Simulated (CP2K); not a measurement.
Runs of CP2K 2026.2 on MgO. The structure is cubic, space group Fm-3m (No. 225). The conventional cell has a = 4.194 Å, b = 4.194 Å, c = 4.194 Å, α = 90.00°, β = 90.00°, γ = 90.00°. Mg (site symmetry m-3m) has 6 O at 2.10 Å as nearest neighbours. O (site symmetry m-3m) has 6 Mg at 2.10 Å as nearest neighbours. The cell is a database's computed one.

```csv
task,level,potentials or basis,points a segment of the path (NPOINTS),bands added on the path,gap on the mesh (eV),pressure (GPa)
single point,PBE,"GTH_POTENTIALS Mg GTH-BLYP-q10, O GTH-BLYP-q6; DZVP-MOLOPT-SR-GTH basis",-,-,(a),10.4
band structure,PBE,"POTENTIAL_UZH Mg GTH-PBE-q10, O GTH-PBE-q6; TZVP-MOLOPT-PBE-GTH basis",6,6,4.82,10.9
band structure,LDA,"POTENTIAL_UZH Mg GTH-PBE-q10, O GTH-PBE-q6; TZVP-MOLOPT-PBE-GTH basis",6,6,4.56,1.8
band structure,BLYP,"POTENTIAL_UZH Mg GTH-PBE-q10, O GTH-PBE-q6; TZVP-MOLOPT-PBE-GTH basis",6,6,5.04,13.4
single point,PBE,"GTH_POTENTIALS Mg GTH-PADE-q10, O GTH-PADE-q6; DZVP-MOLOPT-SR-GTH basis",-,-,4.89,(b)
band structure,TPSS,"POTENTIAL_UZH Mg GTH-PBE-q10, O GTH-PBE-q6; TZVP-MOLOPT-PBE-GTH basis",6,6,5.00,9.4
single point,PBE,"POTENTIAL_UZH Mg GTH-PBE0-q10, O GTH-PBE0-q6; DZVP-MOLOPT-SR-GTH basis",-,-,4.76,10.2
band structure,PBEsol,"POTENTIAL_UZH Mg GTH-PBE-q10, O GTH-PBE-q6; TZVP-MOLOPT-PBE-GTH basis",6,6,4.68,7.0
```

Alike in all rows: no spin polarisation; cell as given; k mesh 11 × 11 × 11; smearing fermi-dirac 0.05 eV.

Question: Estimate the missing entries.

Answer: (a) 4.77; (b) 8.7.

Caveats: the basis of atomic orbitals isn't converged, which shifts pressures, moduli and gaps; the potentials were made for another functional, which shifts forces and pressure (some runs).

